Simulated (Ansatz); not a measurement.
## PbSe (Clausthalite) under changes of volume

One of the cells (28.671 Å³/atom); the others are scaled copies at fixed shape and fractional positions:

```xyz
2
Lattice="0.0000 3.0606 3.0606 3.0606 0.0000 3.0606 3.0606 3.0606 0.0000" Properties=species:S:1:pos:R:3 pbc="T T T"
Pb    0.0000    0.0000    0.0000
Se    3.0606    3.0606    3.0606
```

* Program: Ansatz 0.2.0
* Functional: PBEsol0
* Potentials or basis: Ansatz PAW
* Cutoff: 420 eV (not typed: the program's choice for these potentials)
* k mesh: 4 × 4 × 4
* Occupations: fermi-dirac, width 0.05 eV
* Spin: no spin polarisation

```csv
volume (Å³/atom),energy over the lowest point (meV/atom),pressure (GPa),gap on the mesh (eV)
26.951,12.62,3.1,0.95
27.524,?,?,?
28.097,0.00,0.5,1.13
28.671,0.36,-0.7,1.21
29.244,4.54,-1.7,1.29
29.818,12.14,-2.6,1.36
30.391,22.84,-3.4,1.42
```

Task: What does the run at 27.524 Å³/atom give?

Result: Energy over the lowest point 3.91 meV/atom; pressure 1.7 GPa; gap on the mesh 1.05 eV.

Worked out: A Birch-Murnaghan fit of order 3 (a polynomial in V^(-2/3)) to the other rows has its minimum at 28.33 Å³/atom with B0 = V·E''(V) = 56 GPa and B' = 4.4. It gives 3.93 meV/atom at 27.524 Å³/atom, against the run's 3.91, and -dE/dV = 1.7 GPa, against 1.7. A parabola through the other rows of the gap, of slope 4.36 eV per unit of ln V (its deformation potential) there, gives 1.04 eV, against the run's 1.05.

Energies are extrapolated to zero smearing.

Caveats: all runs use coarse meshes; spin-orbit coupling is left out, which as a rule narrows the gap of such compounds by several tenths of an eV; the PAW data sets come from PBE, with cores solved anew for the run's functional, which leaves a small shift of forces and pressure; the thresholds are loose for stress.

A mesh can miss the band edges.
